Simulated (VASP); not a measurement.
A run of VASP 6.6.1 is set up as follows.

INCAR

```
SYSTEM = Sb
PREC     = Accurate       ! precision mode
ENCUT    = 520            ! plane-wave cutoff, eV
EDIFF    = 1E-7           ! SCF threshold, eV
ISMEAR   = -1             ! smearing method
SIGMA    = 0.1            ! smearing width, eV
LREAL    = .FALSE.        ! projectors in reciprocal space
LASPH    = .TRUE.         ! aspherical terms in the spheres
NELM     = 100            ! most SCF steps
ALGO     = Normal         ! electronic algorithm
ISIF     = 2              ! what is computed and relaxed
LWAVE    = .FALSE.        ! write WAVECAR
LCHARG   = .FALSE.        ! write CHGCAR
GGA      = PE             ! functional
NBANDS   = 8              ! bands
```

File KPOINTS:

```
Automatic mesh
0
G
  10 10 10
  0 0 0
```

The input POSCAR:

```
Sb
1.0
   -1.9009139655      1.9009139655      1.9009139655
    1.9009139655     -1.9009139655      1.9009139655
    1.9009139655      1.9009139655     -1.9009139655
Sb
1
Direct
    0.0000000000      0.0000000000      0.0000000000
```

Potentials or basis: VASP PAW PBE potentials, release 64 (Sb).

Command:

```sh
$ cat potpaw_PBE.64/Sb/POTCAR > POTCAR
$ mpirun -np 1 vasp_std > vasp.out
```

(1) Estimate the band gap on the k mesh.

(2) What does it give for the pressure?

Results:

(1) none (metal or under the smearing width).

(2) -0.1 GPa.
